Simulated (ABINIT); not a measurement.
The system is C.

```
C
1.0
     0.00000    1.78337    1.78337
     1.78337    0.00000    1.78337
     1.78337    1.78337    0.00000
C
2
Cartesian
  2.6751 2.6751 2.6751
  1.7834 1.7834 1.7834
```

This isn't the form of C at room conditions, which is graphite.

Base run:

| Item | Value |
| --- | --- |
| Program | ABINIT 10.8.3 (patched build) |
| Functional | WC |
| Potentials or basis | JTH PAW PBE v2.0 |
| Cutoff | 544 eV |
| k mesh | 13 × 13 × 13 |
| Occupations | fermi-dirac, width 0.05 eV |
| Spin | no spin polarisation |

Its results: band gap on the k mesh 4.06 eV, indirect (least direct gap 5.57 eV); pressure -5.2 GPa.

The run is repeated on the same cell with these changes: functional from WC to PW91. What comes out?

Band gap on the k mesh 4.19 eV, indirect (least direct gap 5.62 eV); pressure 0.7 GPa.

PW91 binds less tightly than WC, so the same cell stands under more pressure.

Caveats: the PAW data sets were made with another functional, which shifts forces and pressure a little; the atomic spheres overlap.
